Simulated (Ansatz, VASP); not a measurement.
# BN (Qingsongite): VASP beside Ansatz

```
B N
1.0
     0.00000    1.70375    1.70375
     1.70375    0.00000    1.70375
     1.70375    1.70375    0.00000
B N
1 1
Cartesian
  0.0000 0.0000 0.0000
  0.8519 0.8519 0.8519
```

Change from the starting cell: hydrostatic strain -5.6%.

Alike in both runs: task single point; functional r2SCAN; k mesh 12 × 12 × 12; no spin polarisation.

```csv
,VASP,Ansatz
version,VASP 6.6.1,Ansatz 0.2.0
potentials or method,"VASP PAW PBE potentials, release 64 (B, N)","plane waves, PAW"
plane-wave cutoff (eV),520,500
occupations,"gaussian, width 0.01 eV",fixed
valence electrons in the cell,8,8
```

Ansatz gave:

* gap on the k mesh at the Fermi level (eV): 5.21
* pressure (GPa): 92.5

Question: Which values does VASP return?

Answer: gap on the k mesh at the Fermi level (eV): 5.17; pressure (GPa): 94.4.

Caveats: the cell as given lies far from equilibrium; so large a pressure means that the cell lies far from this level's equilibrium, or that cutoff or potentials fall short (VASP); the potentials were made for another functional, which shifts forces and pressure (VASP). A k mesh can miss the band edges.
